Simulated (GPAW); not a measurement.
# Li2O (Fm-3m) in GPAW: single point with PBE

Aim: the single point of Li2O with PBE.

Everything below comes from runs of GPAW 26.7.0. Logs are shortened: lines on timing, memory, paths and dates and some standing lists are left out, and cuts for length are marked. The log counts tension as positive stress, the text compression.

### 1 Starting point

Symmetry: Fm-3m, No. 225, cubic system. Conventional cell: a = 4.654 Å, b = 4.654 Å, c = 4.654 Å, α = 90.00°, β = 90.00°, γ = 90.00°. Around O (site symmetry m-3m) lie 8 Li at 2.02 Å. Around Li (site symmetry -43m) lie 4 O at 2.02 Å.

The cell comes from a database or a generator and needn't be the stable form of this composition.

### 2 Single point, PBE

run.py reads:

```python
from ase.dft.bandgap import bandgap
from ase.io import read, write
from ase.units import GPa
from gpaw import GPAW, PW

atoms = read('Li2O.xyz')

calc = GPAW(mode=PW(600),
            xc='PBE',
            kpts={'size': (8, 8, 8), 'gamma': True},
            occupations={'name': 'fermi-dirac', 'width': 0.05},
            nbands=12,
            maxiter=120,
            txt='gpaw.txt')
atoms.calc = calc
energy = atoms.get_potential_energy()
forces = atoms.get_forces()
stress = atoms.get_stress()
calc.write('gs.gpw')
write('result.traj', atoms)
print(f'Energy: {energy:.6f} eV')
print('Forces (eV/A):')
print(forces.round(4))
print('Stress (GPa):', (stress / GPa).round(3))
print('Fermi level:', round(calc.get_fermi_level(), 4), 'eV')
print(f'Gap: {bandgap(calc)[0]:.4f} eV, direct: {bandgap(calc, direct=True)[0]:.4f} eV')
```

Li2O.xyz reads:

```xyz
3
Lattice="0.0000000000 2.3268543819 2.3268543819 2.3268543819 0.0000000000 2.3268543819 2.3268543819 2.3268543819 0.0000000000" Properties=species:S:1:pos:R:3 pbc="T T T"
O      0.0000000000      0.0000000000      0.0000000000
Li     1.1634271910      1.1634271910      1.1634271910
Li     3.4902815728      3.4902815728      3.4902815728
```

Potentials or basis: GPAW PAW data sets (gpaw-data 1.2.1), pw.

The run is started by

```console
OMP_NUM_THREADS=1 python run.py
```

gpaw.txt:

```text
__  _  _
 | _ |_)|_||  |
 |__||  | ||/\| - 26.7.0

Input parameters:
  mode=PW(ecut=600.0),
  kpts=MonkhorstPack(size=(8, 8, 8), gamma=True),
  maxiter=120,
  nbands=12,
  occupations=Occupations(name='fermi-dirac', width=0.05),
  xc=XC(name='PBE')

Diagonalizing LCAO Hamiltonian
Converting LCAO to pw mode

                  Li

           Li

       O

Atoms  # Å, Bohr magnetons
|   | symbol |        x |        y |        z |    initial magnetic moments |
|---|--------|----------|----------|----------|-----------------------------|
| 0 |      O | 0.000000 | 0.000000 | 0.000000 | ( 0.0000,  0.0000,  0.0000) |
| 1 |     Li | 1.163427 | 1.163427 | 1.163427 | ( 0.0000,  0.0000,  0.0000) |
| 2 |     Li | 3.490282 | 3.490282 | 3.490282 | ( 0.0000,  0.0000,  0.0000) |

Unit cell  # Å
| periodic |        x |        y |        z |  lengths |    angles |
|----------|----------|----------|----------|----------|-----------|
|      yes | 0.000000 | 2.326854 | 2.326854 | 3.290669 | 60.000000 |
|      yes | 2.326854 | 0.000000 | 2.326854 | 3.290669 | 60.000000 |
|      yes | 2.326854 | 2.326854 | 0.000000 | 3.290669 | 60.000000 |

Number of symmetries: 48
Symmetry operations  # r_c * U_cc + t_c -> r_c
|    | kind |            matrix            |
|----|------|------------------------------|
|  0 |  σ   |  1, 0, 0,  1, 0,-1,  1,-1, 0 |
|  1 |  C2  |  1, 0, 0,  1,-1, 0,  1, 0,-1 |
|  2 |  E   |  1, 0, 0,  0, 1, 0,  0, 0, 1 |
|  3 |  σ   |  1, 0, 0,  0, 0, 1,  0, 1, 0 |
|  4 |  C4  |  1, 0,-1,  1, 0, 0,  1,-1, 0 |
|  5 |  S6  |  1, 0,-1,  1,-1, 0,  1, 0, 0 |
|  6 |  σ   |  1, 0,-1,  0, 1,-1,  0, 0,-1 |
|  7 |  C3  |  1, 0,-1,  0, 0,-1,  0, 1,-1 |
|  8 |  S6  |  1,-1, 0,  1, 0, 0,  1, 0,-1 |
|  9 |  C4  |  1,-1, 0,  1, 0,-1,  1, 0, 0 |
| 10 |  C3  |  1,-1, 0,  0,-1, 1,  0,-1, 0 |
| 11 |  σ   |  1,-1, 0,  0,-1, 0,  0,-1, 1 |
| 12 |  σ   |  0, 1, 0,  1, 0, 0,  0, 0, 1 |
| 13 |  C4  |  0, 1, 0,  0, 1,-1, -1, 1, 0 |
| 14 |  C3  |  0, 1, 0,  0, 0, 1,  1, 0, 0 |
| 15 |  S6  |  0, 1, 0, -1, 1, 0,  0, 1,-1 |
| 16 |  C2  |  0, 1,-1,  1, 0,-1,  0, 0,-1 |
| 17 |  σ   |  0, 1,-1,  0, 1, 0, -1, 1, 0 |
| 18 |  S4  |  0, 1,-1,  0, 0,-1,  1, 0,-1 |
| 19 |  C4  |  0, 1,-1, -1, 1, 0,  0, 1, 0 |
| 20 |  C3  |  0, 0, 1,  1, 0, 0,  0, 1, 0 |
| 21 |  σ   |  0, 0, 1,  0, 1, 0,  1, 0, 0 |
| 22 |  S6  |  0, 0, 1,  0,-1, 1, -1, 0, 1 |
| 23 |  C4  |  0, 0, 1, -1, 0, 1,  0,-1, 1 |
| 24 |  S4  |  0, 0,-1,  1, 0,-1,  0, 1,-1 |
| 25 |  C3  |  0, 0,-1,  0, 1,-1,  1, 0,-1 |
| 26 |  C2  |  0, 0,-1,  0,-1, 0, -1, 0, 0 |
| 27 |  S6  |  0, 0,-1, -1, 0, 0,  0,-1, 0 |
| 28 |  S4  |  0,-1, 1,  1,-1, 0,  0,-1, 0 |
| 29 |  C4  |  0,-1, 1,  0, 0, 1, -1, 0, 1 |
| 30 |  C2  |  0,-1, 1,  0,-1, 0,  1,-1, 0 |
| 31 |  σ   |  0,-1, 1, -1, 0, 1,  0, 0, 1 |
| 32 |  C3  |  0,-1, 0,  1,-1, 0,  0,-1, 1 |
| 33 |  S6  |  0,-1, 0,  0, 0,-1, -1, 0, 0 |
| 34 |  S4  |  0,-1, 0,  0,-1, 1,  1,-1, 0 |
| 35 |  C2  |  0,-1, 0, -1, 0, 0,  0, 0,-1 |
| 36 |  C2  | -1, 1, 0,  0, 1, 0,  0, 1,-1 |
| 37 |  S6  | -1, 1, 0,  0, 1,-1,  0, 1, 0 |
| 38 |  S4  | -1, 1, 0, -1, 0, 1, -1, 0, 0 |
| 39 |  C3  | -1, 1, 0, -1, 0, 0, -1, 0, 1 |
| 40 |  S6  | -1, 0, 1,  0, 0, 1,  0,-1, 1 |
| 41 |  C2  | -1, 0, 1,  0,-1, 1,  0, 0, 1 |
| 42 |  C3  | -1, 0, 1, -1, 1, 0, -1, 0, 0 |
| 43 |  S4  | -1, 0, 1, -1, 0, 0, -1, 1, 0 |
| 44 |  C2  | -1, 0, 0,  0, 0,-1,  0,-1, 0 |
| 45 |  i   | -1, 0, 0,  0,-1, 0,  0, 0,-1 |
| 46 |  σ   | -1, 0, 0, -1, 1, 0, -1, 0, 1 |
| 47 |  C2  | -1, 0, 0, -1, 0, 1, -1, 1, 0 |

BZ-sampling:
  Number of BZ points: 512
  Number of IBZ points: 29

  Monkhorst-Pack size: [8, 8, 8]
  Monkhorst-Pack shift: [0.0625, 0.0625, 0.0625]

K-points  # in reciprocal-cell coordinates
|     |                                coordinates |     weight |
|-----|--------------------------------------------|------------|
|   0 | (  0.00000000,   0.00000000,   0.00000000) | 0.00195312 |
|   1 | (  0.12500000,   0.12500000,   0.00000000) | 0.01171875 |
|   2 | (  0.12500000,   0.12500000,   0.12500000) | 0.01562500 |
|   3 | (  0.25000000,   0.12500000,   0.12500000) | 0.02343750 |
|   4 | (  0.25000000,   0.25000000,   0.00000000) | 0.01171875 |
|   5 | (  0.25000000,   0.25000000,   0.12500000) | 0.04687500 |
|   6 | (  0.25000000,   0.25000000,   0.25000000) | 0.01562500 |
|   7 | (  0.37500000,   0.25000000,  -0.37500000) | 0.04687500 |
|   8 | (  0.37500000,   0.25000000,   0.12500000) | 0.04687500 |
|   9 | (  0.37500000,   0.25000000,   0.25000000) | 0.04687500 |
| ... |                                            |            |
|  28 | (  0.50000000,   0.50000000,   0.50000000) | 0.00781250 |

Plane wave coefficients: 869
Cutoff: 600.0 eV

Spin-components: 1 (collinear spins)
Bands:           12
Projectors:      11
Spin-degeneracy: 2
Datatype:        complex128

Parallelization:
  kpt:    1
  domain: 1
  band:   1

Density:
  Valence electrons: 8.0
  Components: 1
  Grid points: [20 20 20]
  Charge: 0.0  # |e|

Potential:
  Grid points: [20 20 20]

species:
  O:
    name:    Oxygen
    Z:       8.0
    valence: 6
    core:    2
    charge:  0.0  # [|e|]
    compensation charges:
      type: gauss
      rc: 0.21  # [Å]
      lmax: 2
    cutoffs:
      filter: 1.17  # [Å]
      core: 0.83  # [Å]
    projectors
    | kind |    occ | energy [eV] | rcut [Å] |
    |------|--------|-------------|----------|
    |   2s |  2.000 |     -23.961 |    0.688 |
    |   2p |  4.000 |      -9.029 |    0.598 |
    |    s |        |       3.251 |    0.688 |
    |    p |        |      18.182 |    0.598 |
    |    d |        |       0.000 |    0.619 |

    Using partial waves for O as LCAO basis

  Li:
    name:    Lithium
    Z:       3.0
    valence: 1
    core:    2
    charge:  0.0  # [|e|]
    compensation charges:
      type: gauss
      rc: 0.33  # [Å]
      lmax: 2
    cutoffs:
      filter: 1.91  # [Å]
      core: 2.55  # [Å]
    projectors
    | kind |    occ | energy [eV] | rcut [Å] |
    |------|--------|-------------|----------|
    |   2s |  1.000 |      -2.874 |    1.058 |
    |   2p |  0.000 |      -1.090 |    1.058 |
    |    s |        |      24.337 |    1.058 |

    Using partial waves for Li as LCAO basis

Reference energy: -2446.427942  # eV

eigensolver:
  PPCG
  Converge bands: occupied
  niter=2

density mixing:
  MSR1-Mixer
  Pratt-step length: 0.05
  Maximum mixing coefficient: 0.75
  Old densities: 10
  SVD Regularization: 0.005
  Good broyden scale: 1.0
  Trust region scale: 1.0
  Backstep threshold: 4.0
  History deletion threshold: 6.0
  Fourier metric: weight=20.0, sigma=0.015

occupation numbers:
  Fermi-Dirac:
    width: 0.0500  # eV

poisson solver:
  ecut: 4800.0  # eV

xc functional:
  name: PBE with 2 nearest neighbor stencil

convergence criteria:
- Maximum [total energy] change in last 3 cyles: 0.0005 eV / valence electron
- Maximum integral of absolute [dens]ity change: 0.0001 electrons / valence electron
- Maximum integral of absolute [eigenst]ate change: 4e-08 eV^2 / valence electron
maximum number of iterations: 120

SCF iterations
|iter     | |      energy | eigst |  dens |
|---------|-|-------------|-------|-------|
|iter:   1| |  -15.165679 | -0.29 |       |
|iter:   2| |  -14.943211 | -2.66 | -0.75 |
|iter:   3| |  -14.350945 | -1.71 | -0.80 |
|iter:   4| |  -14.347409 | -3.16 | -1.24 |
|iter:   5| |  -14.354339 | -3.09 | -1.51 |
|iter:   6| |  -14.354464 | -5.65 | -2.59 |
|iter:   7| |  -14.354500c| -5.84 | -2.94 |
|iter:   8| |  -14.354500c| -8.36c| -4.26c|

Converged in 8 steps
Energy contributions relative to reference atoms: (reference = -2446.427942)

Energy contributions:
  Kinetic:          15.366423
  Coulomb:         -13.944003
  Zero:              0.156438
  External:          0.000000
  Xc:              -15.933358
  Entropy:          -0.000000
  Spinorbit:         0.000000
  ----------------------------
  Free energy:     -14.354500
  Extrapolated:    -14.354500

dipole moment: (-13.059063, -13.059063, -13.059063)  # |e|*Ang

Fermi level: 2.825
Eigenvalues  # (at kpt = [0.000, 0.000, 0.000])
| band index |      eig [eV] | occ [0-2] |
|------------|---------------|-----------|
|          0 |       -14.205 |     2.000 |
|          1 |         1.234 |     2.000 |
|          2 |         1.234 |     2.000 |
|          3 |         1.234 |     2.000 |
|          4 |         6.325 |     0.000 |
|          5 |        13.066 |     0.000 |
|          6 |        13.066 |     0.000 |
|          7 |        13.066 |     0.000 |
|          8 |        20.117 |     0.000 |
|          9 |        20.117 |     0.000 |
|         10 |        20.117 |     0.000 |
|         11 |        28.495 |     0.000 |

Gap: 4.931 eV
Transition (v -> c):
  (s=0, k=0, n=3, [0.00, 0.00, 0.00]) -> (s=0, k=24, n=4, [0.50, 0.50, 0.00])
Direct/indirect transitions are different
Direct gap: 5.091 eV
Transition at: (s=0, k=0, n=3, [0.00, 0.00, 0.00])

Forces  # eV/Ang
|        x |        y |        z |
|----------|----------|----------|
| -0.00000 | -0.00000 | -0.00000 |  # O    0
| -0.00000 |  0.00000 |  0.00000 |  # Li   1
|  0.00000 | -0.00000 |  0.00000 |  # Li   2

Stress tensor  # eV/Ang^3
|         x |         y |         z |
|-----------|-----------|-----------|
|  0.015282 | -0.000000 | -0.000000 |
| -0.000000 |  0.015282 |  0.000000 |
| -0.000000 |  0.000000 |  0.015282 |

# Writing to gs.gpw (mode='')
```

Wall time 6.3 s (1 thread of Arm Neoverse V1, shared host); peak memory 0.14 GiB.

Results:

| Item | Value |
| --- | --- |
| Free energy | -14.3545 eV |
| Pressure | -2.4 GPa |
| Band gap on the k mesh | 4.93 eV, indirect (least direct gap 5.09 eV) |

Levels at points of the mesh, in eV from the valence-band top:
```csv
k point,band 2,band 3,band 4,band 5,band 6,band 7
"(0.00, 0.00, 0.00)",0.00,0.00,0.00,5.09,11.83,11.83
"(0.50, 0.50, 0.00)",-1.59,-1.35,-1.35,4.93,13.36,13.36
"(0.50, 0.50, 0.50)",-2.73,-0.43,-0.43,9.07,9.60,11.99
```

Caveat: the cutoff is short for stress and forces, so pressures can be off by a GPa or more.
